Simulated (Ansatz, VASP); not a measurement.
# Cross-check of CdTe between VASP and Ansatz

One calculation is typed for both programs; each brings its own data sets. How far apart do they land? The structure shown comes from an earlier Ansatz run, which isn't shown and may have moved the atoms alone.

Main program and level: Ansatz 0.2.0; plane waves, with VASP 6.6.1 beside it; elastic constants at LDA.

### 1. The structure

Symmetry: F-43m, No. 216, cubic system. Conventional cell: a = 6.410 Å, b = 6.410 Å, c = 6.410 Å, α = 90.00°, β = 90.00°, γ = 90.00°. Nearest to Cd lie 4 Te at 2.78 Å. Nearest to Te lie 4 Cd at 2.78 Å. Farther neighbours and most contacts between anions are not listed.

### 2. Ansatz: elastic constants, LDA

Ansatz runs on its default PAW (the set named soft_2) files.

Elastic constants are differences of stresses under small strains, so they test the stress and the mesh.

Contents of input.yaml:

```yaml
crystal:
  lattice:
    - [0.0, 3.2048113293, 3.2048113293]
    - [3.2048113293, 0.0, 3.2048113293]
    - [3.2048113293, 3.2048113293, 0.0]
  atoms:
    - { symbol: Cd, position: [0.0, 0.0, 0.0] }
    - { symbol: Te, position: [0.25, 0.25, 0.25] }
kpoints:
  mp_grid: { grid: [6, 6, 6] }
hamiltonian:
  xc: lda
scf:
  occupations: { method: gaussian, width: 0.02 }
output:
  forces: true
  stress: true
  eigenvalues: true
elastic:
  mode: relaxed_ion
  stencil: two_point
```

Run with:

```
$ ansatz run input.yaml --threads 4 --pin off --max-ram 8192MiB --backend cpu --events-out ev --progress --plain --runs-dir out
```

Numbers of over 12 decimals in the logs are rounded to 6 here.

What it wrote:

```text
Engine: ansatz 0.2.0, aarch64-unknown-linux-gnu
Pseudopotentials: kind: paw
Pseudopotential: Cd, paw, valence charge 20, recommended cutoff 420 eV (normal), Cd.paw.azcp
Pseudopotential: Te, paw, valence charge 16, recommended cutoff 420 eV (normal), Te.paw.azcp
Functional definition: SPW92
  exchange = slater_x
  correlation = pw_c
Crystal: 2 atoms, lattice volume = 65.832 Å³
Basis set: ecut = 420 eV, 1243 PW (Γ)
Bands: 22, of which v1, the nominal top of the filled ones, is band 18 counted from 1 (17 counted from 0)
Symmetry: 24 space group operations
Space group: F-43m (ITA 216), of the structure as read, at distance tolerance 4.0e-5 Å
k-points: 16 of 216 (time reversal used)
Non-local potential: Cd, projectors of the file, l = 0: 3, l = 1: 2, l = 2: 2, l = 3: 1
Non-local potential: Te, projectors of the file, l = 0: 2, l = 1: 2, l = 2: 2, l = 3: 2
PAW form: soft (Blöchl's): semilocal exchange-correlation on the pseudo side does not see the compensation charge
PAW frozen core: Cd, regenerated for the run's functional, and the local potential with it (the file was generated under x = pbe(κ = 0.804, μ = 0.219515), c = pbe(β = 0.066725))
PAW frozen core: Te, regenerated for the run's functional, and the local potential with it (the file was generated under x = pbe(κ = 0.804, μ = 0.219515), c = pbe(β = 0.066725))
PAW one-centre angular grid: Cd, 590 points (default); XC on 64 Gauss nodes
PAW one-centre angular grid: Te, 590 points (default); XC on 64 Gauss nodes
Initial density: superposition of atomic densities (neutral atoms: chi_scale 0, normalization atom), corrected by the library's trained network
Initial wavefunctions: pseudopotential atomic-orbital guess
Functional: x = slater, c = lda
SCF iter   1: F=—  HF=-14945.811223 eV  |F-HF|=—  |Δ(HF+E_count)|=         —  Δρ=6.51e-3  dr2=2.03e-2  ethr=1.77e-3  ⟨swp⟩=6.4  Hψ=1687  notcnv=0
preconditioner: auto → none  [insulator: Δε(μ)=0.572 eV  Ē_g=11.384 eV  σ=0.020 eV  W_gap=1.00  n_scr=14 (ndim 8)  ℏωp=19.4 eV  f_vac=0.179  D(μ)=0.00/eV (n_scr^D=0)  ε∞_Penn≈3.9]
SCF iter   2: F=—  HF=-14945.804291 eV  |F-HF|=—  |Δ(HF+E_count)|=   6.93e-3  Δρ=2.11e-3  dr2=1.29e-3  ethr=5.65e-5  ⟨swp⟩=3.6  Hψ=857  notcnv=0
SCF iter   3: F=—  HF=-14945.804184 eV  |F-HF|=—  |Δ(HF+E_count)|=   1.06e-4  Δρ=1.02e-3  dr2=3.06e-4  ethr=3.58e-6  ⟨swp⟩=2.1  Hψ=512  notcnv=0
SCF iter   4: F=—  HF=-14945.804176 eV  |F-HF|=—  |Δ(HF+E_count)|=   8.03e-6  Δρ=2.99e-4  dr2=5.36e-5  ethr=8.51e-7  ⟨swp⟩=2.0  Hψ=480  notcnv=0
SCF iter   5: F=—  HF=-14945.804162 eV  |F-HF|=—  |Δ(HF+E_count)|=   1.48e-5  Δρ=2.06e-5  dr2=2.63e-7  ethr=1.49e-7  ⟨swp⟩=2.0  Hψ=487  notcnv=0
SCF iter   6: F=—  HF=-14945.804170 eV  |F-HF|=—  |Δ(HF+E_count)|=   8.42e-6  Δρ=7.65e-6  dr2=2.50e-8  ethr=7.31e-10  ⟨swp⟩=2.0  Hψ=577  notcnv=0
SCF iter   7: F=—  HF=-14945.804170 eV  |F-HF|=—  |Δ(HF+E_count)|=   9.80e-9  Δρ=1.70e-6  dr2=1.23e-9  ethr=6.96e-11  ⟨swp⟩=3.0  Hψ=714  notcnv=0
SCF iter   8: F=—  HF=-14945.804170 eV  |F-HF|=—  |Δ(HF+E_count)|=  3.27e-10  Δρ=2.48e-7  dr2=2.39e-11  ethr=3.41e-12  ⟨swp⟩=2.0  Hψ=528  notcnv=0
SCF iter   9: F=-14945.804170 eV  HF=-14945.804170 eV  |F-HF|=0.00e0  |Δ(HF+E_count)|=  1.46e-11  Δρ=1.42e-8  dr2=6.05e-14  ethr=1.00e-12  ⟨swp⟩=4.4  Hψ=1632  notcnv=0
SCF 1 converged in 9 iterations: F = -14945.804170 eV  dr2 = 6.05e-14
  greatest PAW one-centre occupation: 1.000 electrons in one spin orbital (limit 2), on the Cd atom at site 0 (counted from 0), in its partial waves of l = 0
Crystal: 2 atoms, lattice volume = 65.700 Å³
Symmetry: 8 space group operations
k-points: 30 of 216 (time reversal used)
Initial density: handed on by an earlier stage of this run
Initial wavefunctions: those handed on with the density
iter 1 solved again at ethr=2.95e-8 eV; its pass at ethr=3.10e-3 eV (dr2=1.06e-5 eV) is discarded
SCF iter   1: F=—  HF=-14945.804139 eV  |F-HF|=—  |Δ(HF+E_count)|=         —  Δρ=6.72e-5  dr2=2.89e-6  ethr=2.95e-8  ⟨swp⟩=3.0  Hψ=3762  notcnv=0
preconditioner: auto → none  [insulator: Δε(μ)=0.611 eV  Ē_g=11.448 eV  σ=0.020 eV  W_gap=1.00  n_scr=14 (ndim 8)  ℏωp=19.4 eV  f_vac=0.172  D(μ)=0.00/eV (n_scr^D=0)  ε∞_Penn≈3.9]
SCF iter   2: F=—  HF=-14945.804136 eV  |F-HF|=—  |Δ(HF+E_count)|=   3.34e-6  Δρ=2.78e-5  dr2=4.58e-7  ethr=8.03e-9  ⟨swp⟩=2.7  Hψ=961  notcnv=0
SCF iter   3: F=—  HF=-14945.804136 eV  |F-HF|=—  |Δ(HF+E_count)|=   2.10e-8  Δρ=1.52e-5  dr2=1.31e-7  ethr=1.27e-9  ⟨swp⟩=2.0  Hψ=1012  notcnv=0
SCF iter   4: F=—  HF=-14945.804136 eV  |F-HF|=—  |Δ(HF+E_count)|=   3.95e-8  Δρ=2.28e-6  dr2=1.91e-9  ethr=3.63e-10  ⟨swp⟩=2.0  Hψ=1159  notcnv=0
SCF iter   5: F=—  HF=-14945.804136 eV  |F-HF|=—  |Δ(HF+E_count)|=  1.13e-10  Δρ=4.04e-7  dr2=1.11e-10  ethr=5.29e-12  ⟨swp⟩=2.0  Hψ=937  notcnv=0
[...]
SCF iter   6: F=—  HF=-14945.804164 eV  |F-HF|=—  |Δ(HF+E_count)|=    0.00e0  Δρ=3.12e-8  dr2=3.89e-13  ethr=5.68e-14 (applied; sched 1.00e-12)  ⟨swp⟩=2.1  Hψ=1635  notcnv=0
SCF iter   7: F=—  HF=-14945.804164 eV  |F-HF|=—  |Δ(HF+E_count)|=    0.00e0  Δρ=1.81e-8  dr2=2.06e-13  ethr=1.00e-12  ⟨swp⟩=5.0  Hψ=3624  notcnv=0
SCF iter   8: F=-14945.804164 eV  HF=-14945.804164 eV  |F-HF|=0.00e0  |Δ(HF+E_count)|=    0.00e0  Δρ=2.03e-9  dr2=1.60e-15  ethr=1.00e-12  ⟨swp⟩=3.0  Hψ=3763  notcnv=0
SCF 6 converged in 8 iterations: F = -14945.804164 eV  dr2 = 1.60e-15
relax step   3: F+E_penalty+E_count = -14945.80416441 eV  Δ(F+E_penalty+E_count) = -6.331e-6 eV  max|allowed force component| = 1.083e-7 eV/Å  Δτ_max = 0.0008 Å  (8 SCF iters, accepted)
[...]
relax step   1: F+E_penalty+E_count = -14945.80414779 eV  Δ(F+E_penalty+E_count) = +0.000e0 eV  max|allowed force component| = 1.264e-2 eV/Å  Δτ_max = 0.0000 Å  (10 SCF iters, accepted)
[...]
relax step   2: F+E_penalty+E_count = -14945.80416441 eV  Δ(F+E_penalty+E_count) = -1.662e-5 eV  max|allowed force component| = 3.087e-7 eV/Å  Δτ_max = 0.0013 Å  (8 SCF iters, accepted)
iter 1 solved again at ethr=1.00e-12 eV; its pass at ethr=3.10e-3 eV (dr2=1.41e-14 eV) is discarded
SCF iter   1: F=—  HF=-14945.804164 eV  |F-HF|=—  |Δ(HF+E_count)|=         —  Δρ=3.31e-9  dr2=3.93e-15  ethr=1.00e-12  ⟨swp⟩=2.1  Hψ=5376  notcnv=0
SCF iter   2: F=-14945.804164 eV  HF=-14945.804164 eV  |F-HF|=0.00e0  |Δ(HF+E_count)|=  5.46e-12  Δρ=1.38e-9  dr2=4.46e-16  ethr=1.00e-12  ⟨swp⟩=5.0  Hψ=3529  notcnv=0
SCF 10 converged in 2 iterations: F = -14945.804164 eV  dr2 = 4.46e-16
SCF converged after 9 iterations
Free energy (F): -14945.804170 eV
Harris-Foulkes:  -14945.804170 eV  (|F-HF|=0.00e0)
Internal energy: -14945.804170 eV  (E = F + TS)
E sigma→0 (E₀):  -14945.804170 eV
Fermi energy:    7.928603 eV
--- Per-component energies (eV) ---
  E_band       = -785.984531
  E_kinetic    = 687.590924
  E_local      = -5358.686753  (includes V_loc(G=0)·N_el)
  E_nonlocal   = -263.897903
  E_hartree    = 2699.962621
  E_xc         = -299.547210
  E_vxc        = -326.526592  (∫ρ·V_xc dr)
  E_paw        = -8457.692733  (= ΣΔE_a)
  E_vpaw       = -924.389233  (= ΣTr[D̂ρ^β])
  E_aug_tail   = -0.000223  (compensation charges beyond the density's cutoff)
  E_ewald      = -3954.978121
  E_core_change = 1.445230  (= ΣΔE_core)
  E_smearing   = -0.000000  (= −TS)
  E_closure    = -0.000000  (closes the sum)
  Σ components = -14945.804170   (vs F -14945.804170, Δ=0.00e0)
--- Forces (eV/Å), atoms counted from 1 ---
  atom   1  Cd     0.00000000    -0.00000000    -0.00000000
  atom   2  Te    -0.00000000     0.00000000    -0.00000000
  max |Σ_I F_I| component: 1.48e-16 eV/Å
--- Stress (GPa, compression-positive) ---
       -0.000446      -0.000000      -0.000000
        0.000000      -0.000446       0.000000
       -0.000000       0.000000      -0.000446
  P = ⅓ Tr σ = -0.0004 GPa (-0.004 kbar)
--- Band table (eV; the first three rows and the last of 16) ---
  k-point 0: bands = [... 14 lower, -0.4778, 7.6236, 7.6236, 7.6236, 8.2328, 12.1349, 12.1349, 12.1349]
  k-point 1: bands = [... 14 lower, -0.4793, 5.7697, 7.3762, 7.3762, 9.3751, 12.2406, 12.4900, 12.4900]
  k-point 2: bands = [... 14 lower, -0.3903, 3.8385, 6.9666, 6.9666, 9.4133, 12.7835, 12.7835, 13.7870]
  k-point 15: bands = [... 14 lower, 0.1020, 3.1688, 5.2550, 5.3342, 11.2503, 11.2875, 14.2533, 14.5416]
--- Elastic constants: 2 strain directions × 2 members + reference (group order 24) ---
  dense FFT box of the reference and of every strained cell: 32×32×32
  strains applied: 11, 23; error gains: componentwise 1.00 (the most a stress slope's error grows in a printed constant), spectral 1.73 (1 for all six strains in a standard setting)
  C = ∂σ_k/∂η_j (tension-positive GPa; Voigt order 11 22 33 23 13 12):
        58.572     40.022     40.022      0.000      0.000     -0.000
        40.022     58.572     40.022      0.000     -0.000     -0.000
        40.022     40.022     58.572      0.000      0.000     -0.000
         0.000      0.000      0.000     21.529      0.000      0.000
         0.000      0.000      0.000     -0.000     21.529      0.000
         0.000     -0.000      0.000      0.000      0.000     21.529
  reference stress σ⁰ (GPa):      0.000      0.000      0.000     -0.000      0.000      0.000
  C* (energy form; C + prestress term) asymmetry max|C*_kj − C*_jk| = 7.105e-15 GPa — a small one proves nothing (zero by symmetry where the batch's group is 432, −43m or m−3m); a large one is finite-difference/SCF noise where every solve meets its electron count
  moduli (Voigt/Reuss/Hill, GPa): K = 46.21/46.21/46.21   G = 16.63/14.09/15.36   E = 41.47   ν = 0.350
  mechanically stable: yes (min eigenvalue of sym C = 18.55 GPa)
  strain η (Voigt 11):  stress-route row diagonal C_11 = 58.57 GPa, energy-path curvature d²(F+E_count+ΔE)/dδ²/Ω₀ = 58.78 GPa
         δ    σ_11 (GPa)             F (eV)   n_scf  n_hpsi   n_pw
    -2.000e-3      -0.1168      -14945.8041357       7   11816   1303   relax 0 steps, max|allowed force component| 5.20e-17 eV/Å
     2.000e-3       0.1175      -14945.8041387       6    9602   1307   relax 0 steps, max|allowed force component| 3.12e-17 eV/Å
  strain η (Voigt 23):  stress-route row diagonal C_44 = 21.53 GPa, energy-path curvature d²(F+E_count+ΔE)/dδ²/Ω₀ = 21.71 GPa
         δ    σ_23 (GPa)             F (eV)   n_scf  n_hpsi   n_pw
    -2.000e-3      -0.0431      -14945.8041644       2    9323   1305   relax 3 steps, max|allowed force component| 1.08e-7 eV/Å
     2.000e-3       0.0431      -14945.8041644       2    9314   1305   relax 2 steps, max|allowed force component| 3.09e-7 eV/Å
```

Reading the cycles: dr2 is the Hartree energy of the density residual (eV), the measure of convergence; HF is the Harris–Foulkes estimate of the energy, which meets the free energy F at convergence.

[end of part 1 of 2]

[Lines on the potential files, build, host, timing and source positions are cut from VASP's logs without a mark.]

[Logs are printed without paths, hosts, clocks, repeated set-up lines and the standing remarks that a program may print on its own settings, such as how far it seeks lower states.]

[Hosts, paths, dates, database ids (printed as entryN), source tags and the programs' standing remarks are cut or masked in the printed files.]
